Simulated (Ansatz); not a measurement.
## Al2Ru: zone-centre modes under pressure

Al2Ru, I4/mmm, a = 3.125 Å, c = 8.413 Å. The structure is a Materials Project entry; whether it is the stable form wasn't checked. Ansatz: PBEsol, PAW, 420 eV, Γ-centred 18×18×18 mesh on 3 atoms, Fermi-Dirac smearing 0.15 eV; no spin polarisation. Cell and atoms are relaxed at each pressure with the symmetry kept; optical modes at Γ by linear response, in cm⁻¹, matched by rank (the highest 3 distinct ones).

```tsv
P (GPa)	V (Å³/atom)	ω1	ω2	ω3
0	13.690	261.4	330.3	443.4
5	13.331	274.0	346.5	459.0
15	12.736	?	?	?
```

**Question.** Get each mode's Grüneisen parameter γ = −d ln ω/d ln V from the other rows and predict the missing frequencies.

**Answer.** ln(V/V0) = 0.0000, -0.0266, -0.0722; a line through ln(ω/ω0) of the 2 known rows gives ω1: γ = 1.770, predicted 297.0, computed 296.0; ω2: γ = 1.800, predicted 376.1, computed 374.6; ω3: γ = 1.300, predicted 487.0, computed 486.3. The worst miss is 0.4 %, or 3 % of the shift under pressure, so a constant γ serves at that level. In a metal these frequencies hang on the mesh and smearing.

The mesh isn't the same in all rows (18×18×18, 20×20×20).